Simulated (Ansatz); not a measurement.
Theory: DFT PBE, scalar-relativistic, plane waves, PAW in Ansatz. All cells share a 420 eV cutoff and Γ-centred k meshes spaced at most about 0.3 Å⁻¹ (2π included). No spin polarisation.

Each guess is relaxed in cell and atoms at zero pressure, on a coarse mesh first where it starts far from rest and then on a converged one. The steps can't lower the symmetry of the start, but it can rise. Energies are static (0 K, no zero-point motion).

Two unrelaxed guesses for AlGa2N3:

A.

```yaml
crystal:
  lattice:
    - [3.40267, 0.00000, 0.00000]
    - [-1.70134, 2.94680, 0.00000]
    - [0.00000, 0.00000, 8.33481]
  atoms:
    - { symbol: Al, position: [0.00000, 0.00000, 0.50000] }
    - { symbol: Ga, position: [0.33333, 0.66667, 0.16667] }
    - { symbol: Ga, position: [0.66667, 0.33333, 0.83333] }
    - { symbol: N, position: [0.33333, 0.66667, 0.66667] }
    - { symbol: N, position: [0.66667, 0.33333, 0.33333] }
    - { symbol: N, position: [0.00000, 0.00000, 0.00000] }
```

B.

```yaml
crystal:
  lattice:
    - [-1.70134, 1.70134, 7.21815]
    - [1.70134, -1.70134, 7.21815]
    - [1.70134, 1.70134, -7.21815]
  atoms:
    - { symbol: Al, position: [0.50000, 0.50000, 0.00000] }
    - { symbol: Ga, position: [0.83333, 0.83333, 0.00000] }
    - { symbol: Ga, position: [0.16667, 0.16667, 0.00000] }
    - { symbol: N, position: [0.41667, 0.91667, 0.50000] }
    - { symbol: N, position: [0.08333, 0.58333, 0.50000] }
    - { symbol: N, position: [0.75000, 0.25000, 0.50000] }
```

Question: Do they relax into the same structure? If not, which is lower?

Answer: No. B ends lower, by 0.38 eV/atom. A: P-3m1 at 13.9 Å³/atom → P-3m1 at 9.3 Å³/atom; B: I-4m2 at 13.9 Å³/atom → I-4m2 at 11.4 Å³/atom. Counting N atoms around Al and Ga (those within 1.25 times the shortest such distance or 1.15 times the sum of covalent radii), the end of A has Al 6, Ga 6 and the end of B has Al 4, Ga 4. End of A. Conventional cell: a = 2.972 Å, c = 7.286 Å. Al has 6 N at 2.06 Å; Ga is surrounded by 6 N at 2.12–2.13 Å; around N on a site of symmetry 3m lie 3 Al at 2.06 Å and 3 Ga at 2.13 Å; 1 more site not described. End of B. Conventional cell: a = 3.185 Å, c = 13.472 Å. Around Al lie 4 N at 1.91 Å; around Ga lie 4 N at 1.96–1.97 Å; N on a site of symmetry 2mm is surrounded by 2 Al at 1.91 Å and 2 Ga at 1.97 Å; 1 more site not described.

Cells without such a test can be saddle points. Shaken at random and relaxed again, the end of B came back.
